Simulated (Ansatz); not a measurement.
input.yaml

```yaml
crystal:
  lattice:
    - [11.978369, -3.919739, 0.0]
    - [11.978369, 3.919739, 0.0]
    - [-2.229886, 0.0, 7.689872]
  atoms:
    - { symbol: Rb, position: [0.827639, 0.300569, 0.559181] }
    - { symbol: Rb, position: [0.699431, 0.172361, 0.940819] }
    - { symbol: Rb, position: [0.463193, 0.914429, 0.686205] }
    - { symbol: Rb, position: [0.172361, 0.699431, 0.440819] }
    - { symbol: Rb, position: [0.536807, 0.085571, 0.313795] }
    - { symbol: Rb, position: [0.085571, 0.536807, 0.813795] }
    - { symbol: Rb, position: [0.300569, 0.827639, 0.059181] }
    - { symbol: Rb, position: [0.914429, 0.463193, 0.186205] }
basis:
  ecutwfc: 420
kpoints:
  mp_grid: { grid: [4, 4, 4] }
hamiltonian:
  xc: pbe
scf:
  occupations: { method: gaussian, width: 0.1 }
output:
  forces: true
  stress: true
  eigenvalues: true
```

Run as
```bash
ansatz run input.yaml --threads 2 --pin off --max-ram 5120MiB --backend cpu --events-out ev --progress --plain --runs-dir out
```

All numbers below come from Ansatz, DFT PBE, scalar-relativistic, plane waves, PAW.

Part of what the program printed, abridged:

```
Pseudopotentials: kind: paw
Pseudopotential: Rb, paw, valence charge 9, recommended cutoff 420 eV (normal)
Functional definition: PBE
Crystal: 8 atoms, lattice volume = 722.111 Å³
Basis set: ecut = 420 eV, 14095 PW (Γ), exchange–correlation on 180×180×108 points (8 copies of the dense FFT grid, shifted against one another)
Bands: 44, of which v1, the nominal top of the filled ones, is band 36 counted from 1 (35 counted from 0)
Symmetry: 4 space group operations
Space group: C2/c (ITA 15), of the structure as read, at distance tolerance 9.0e-5 Å
k-points: 24 of 64
Initial density: superposition of atomic densities (neutral atoms: chi_scale 0, normalization atom), corrected by the library's trained network
Initial wavefunctions: pseudopotential atomic-orbital guess
Functional: x = pbe(κ = 0.804, μ = 0.21951497), c = pbe(β = 0.06672455)
SCF iter   1: F=—  HF=-26138.789971 eV  |F-HF|=—  |Δ(HF+E_count)|=         —  Δρ=1.95e-4  dr2=6.08e-4  ethr=1.77e-3  ⟨swp⟩=11.8  Hψ=4702  notcnv=0
SCF iter   2: F=—  HF=-26138.789400 eV  |F-HF|=—  |Δ(HF+E_count)|=   5.70e-4  Δρ=1.28e-4  dr2=3.12e-4  ethr=8.45e-7  ⟨swp⟩=4.0  Hψ=2886  notcnv=0
SCF iter   3: F=—  HF=-26138.789472 eV  |F-HF|=—  |Δ(HF+E_count)|=   7.14e-5  Δρ=6.08e-5  dr2=9.24e-5  ethr=4.33e-7  ⟨swp⟩=2.0  Hψ=1116  notcnv=0
SCF iter   4: F=—  HF=-26138.789414 eV  |F-HF|=—  |Δ(HF+E_count)|=   5.82e-5  Δρ=5.09e-5  dr2=2.09e-5  ethr=1.28e-7  ⟨swp⟩=2.0  Hψ=1121  notcnv=0
SCF iter   5: F=—  HF=-26138.789413 eV  |F-HF|=—  |Δ(HF+E_count)|=   2.75e-7  Δρ=1.69e-5  dr2=3.83e-6  ethr=2.90e-8  ⟨swp⟩=2.0  Hψ=1116  notcnv=0
SCF iter   6: F=—  HF=-26138.789413 eV  |F-HF|=—  |Δ(HF+E_count)|=   1.02e-7  Δρ=8.80e-6  dr2=1.09e-6  ethr=5.32e-9  ⟨swp⟩=2.0  Hψ=1099  notcnv=0
SCF iter   7: F=—  HF=-26138.789413 eV  |F-HF|=—  |Δ(HF+E_count)|=   1.40e-7  Δρ=3.55e-6  dr2=1.35e-7  ethr=1.51e-9  ⟨swp⟩=1.8  Hψ=1052  notcnv=0
SCF iter   8: F=-26138.789413 eV  HF=-26138.789413 eV  |F-HF|=4.12e-9  |Δ(HF+E_count)|=   1.11e-8  Δρ=1.19e-6  dr2=1.35e-8  ethr=1.39e-10  ⟨swp⟩=13.2  Hψ=5685  notcnv=0
SCF 1 converged in 8 iterations: F = -26138.789413 eV  dr2 = 1.35e-8
SCF converged after 8 iterations
Free energy (F): -26138.789413 eV
Harris-Foulkes:  -26138.789413 eV  (|F-HF|=4.12e-9)
Internal energy: -26138.760067 eV  (E = F + TS)
E sigma→0 (E₀):  -26138.774740 eV
Entropy (-TS):   -0.029347 eV (-3.668 meV/atom)
Fermi energy:    1.965831 eV
--- Per-component energies (eV) ---
  E_band       = -949.135537
  E_kinetic    = 1526.088446
  E_local      = -5662.343282  (includes V_loc(G=0)·N_el)
  E_nonlocal   = 1388.777491
  E_hartree    = 1587.754043
  E_xc         = -1034.115434
  E_vxc        = -1081.363358  (∫ρ·V_xc dr)
  E_paw        = -20944.176530  (= ΣΔE_a)
  E_vpaw       = -295.805572  (= ΣTr[D̂ρ^β])
  E_aug_tail   = -0.000007  (compensation charges beyond the density's cutoff)
  E_ewald      = -3000.744793
  E_smearing   = -0.029347  (= −TS)
--- Forces (eV/Å), atoms counted from 1 ---
  atom   1  Rb    -0.01280742     0.02581226     0.01033408
  atom   2  Rb     0.01280742     0.02581226    -0.01033408
  atom   3  Rb    -0.00796029     0.02535820     0.00141990
  atom   4  Rb     0.01280742    -0.02581226    -0.01033408
  atom   5  Rb     0.00796029    -0.02535820    -0.00141990
  atom   6  Rb     0.00796029     0.02535820    -0.00141990
  atom   7  Rb    -0.01280742    -0.02581226     0.01033408
  atom   8  Rb    -0.00796029    -0.02535820     0.00141990
--- Stress (GPa, compression-positive) ---
        0.094178       0.000000      -0.073913
        0.000000       0.071676       0.000000
       -0.073913       0.000000      -0.056833
  P = ⅓ Tr σ = 0.0363 GPa (0.363 kbar)
--- Band table (eV; the first three rows and the last of 24) ---
  k-point 0: bands = ["-26.9266", "-26.9240", "-26.9234", "-26.9228", "-26.9176", "-26.9154", "-26.9151", "-26.9133", "-11.0610", "-11.0525", "-11.0524", "-11.0499", "-11.0433", "-11.0429", "-11.0214", "-11.0175", "-11.0152", "-11.0092", "-11.0071", "-11.0033", "-11.0015", "-11.0008", "-10.9965", "-10.9959", "-10.9949", "-10.9867", "-10.9854", "-10.9769", "-10.9767", "-10.9666", "-10.9631", "-10.9612", "-0.0052", "1.3215", "1.3251", "2.5534", "2.5705", "2.6431", "2.6629", "2.8980", "2.8984", "2.9515", "2.9712", "3.2011"]
  k-point 1: bands = ["-26.9262", "-26.9243", "-26.9233", "-26.9229", "-26.9174", "-26.9159", "-26.9148", "-26.9136", "-11.0607", "-11.0551", "-11.0476", "-11.0455", "-11.0397", "-11.0385", "-11.0335", "-11.0268", "-11.0191", "-11.0157", "-11.0124", "-11.0107", "-10.9974", "-10.9951", "-10.9908", "-10.9883", "-10.9866", "-10.9822", "-10.9821", "-10.9774", "-10.9739", "-10.9733", "-10.9658", "-10.9644", "0.1941", "1.2387", "1.6183", "1.7275", "2.0595", "2.6971", "2.9490", "2.9579", "3.0712", "3.1995", "3.2352", "3.2739"]
  k-point 2: bands = ["-26.9252", "-26.9252", "-26.9230", "-26.9230", "-26.9167", "-26.9167", "-26.9142", "-26.9142", "-11.0560", "-11.0560", "-11.0500", "-11.0500", "-11.0322", "-11.0322", "-11.0307", "-11.0307", "-11.0264", "-11.0264", "-11.0115", "-11.0115", "-10.9934", "-10.9934", "-10.9921", "-10.9921", "-10.9829", "-10.9829", "-10.9759", "-10.9759", "-10.9728", "-10.9728", "-10.9678", "-10.9678", "0.7631", "0.7631", "1.4962", "1.4962", "2.3965", "2.3965", "2.9920", "2.9920", "3.1085", "3.1085", "3.3309", "3.3309"]
  k-point 23: bands = ["-26.9252", "-26.9252", "-26.9231", "-26.9231", "-26.9166", "-26.9166", "-26.9142", "-26.9142", "-11.0609", "-11.0609", "-11.0462", "-11.0462", "-11.0301", "-11.0301", "-11.0268", "-11.0268", "-11.0232", "-11.0232", "-11.0189", "-11.0189", "-10.9954", "-10.9954", "-10.9925", "-10.9925", "-10.9831", "-10.9831", "-10.9754", "-10.9754", "-10.9721", "-10.9721", "-10.9669", "-10.9669", "0.8186", "0.8186", "1.3404", "1.3404", "2.6079", "2.6079", "2.9524", "2.9524", "3.0710", "3.0710", "3.3820", "3.3820"]
```

The calculation finished and met its thresholds.

The run took 44 s on 2 threads of Arm Neoverse N1, with other jobs on the host, peak memory 1.2 GiB.

The k mesh is coarse.